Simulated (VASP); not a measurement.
```xyz
4
Lattice="2.7172 0.0000 0.0000 -1.3586 2.3531 0.0000 0.0000 0.0000 4.4132" Properties=species:S:1:pos:R:3 pbc="T T T"
Be     0.0000     1.5688     0.0007
Be     1.3586     0.7844     2.2073
O      0.0000     1.5688     1.6653
O      1.3586     0.7844     3.8719
```

All values below come from PBE GGA, VASP's PBE PAW potentials (set 64) (plane waves; VASP). Numerical set-up: 400 eV cut-off, 9×9×5 Γ-centred mesh, Gaussian smearing of 0.010 eV, potentials Be O.

Question: Give the electronic dielectric tensor ε∞ (DFPT, local fields included).

Answer: 
```
3.07  0.00  0.00
0.00  3.07  0.00
0.00  0.00  3.13
```

Question: Give the Born effective charges.

Answer: 
| atom | Z*xx | Z*yy | Z*zz | mean |
|---|---|---|---|---|
| Be1 | 1.80 | 1.80 | 1.86 | 1.82 |
| Be2 | 1.80 | 1.80 | 1.86 | 1.82 |
| O3 | -1.80 | -1.80 | -1.86 | -1.82 |
| O4 | -1.80 | -1.80 | -1.86 | -1.82 |

Question: And the static tensor with the ions free?

Answer: 
```
7.09  0.00  0.00
0.00  7.09  0.00
0.00  0.00  7.86
```

Question: Which frequencies do the optical Γ-point modes have (no LO-TO splitting)?

Answer: 329 (×2), 657 (×2), 664, 697 (×2), 699, 861 cm⁻¹.

The piezoelectric tensor e of the same run, ions relaxed (C/m²):

```tsv
	xx	yy	zz	yz	xz	xy
x	0.00	0.00	0.00	0.00	-0.01	0.00
y	0.00	0.00	0.00	0.01	0.00	0.00
z	-0.13	-0.13	0.24	0.00	0.00	0.00
```

The structure comes from a computed database's BeO entry; how it stands against other phases isn't given here. The cell was not relaxed at this level. The run is one of a series of settings (EDIFF = 1E-8, IBRION = 8, LEPSILON = .TRUE., NSW = 1 against the base run), some of them coarse on purpose.
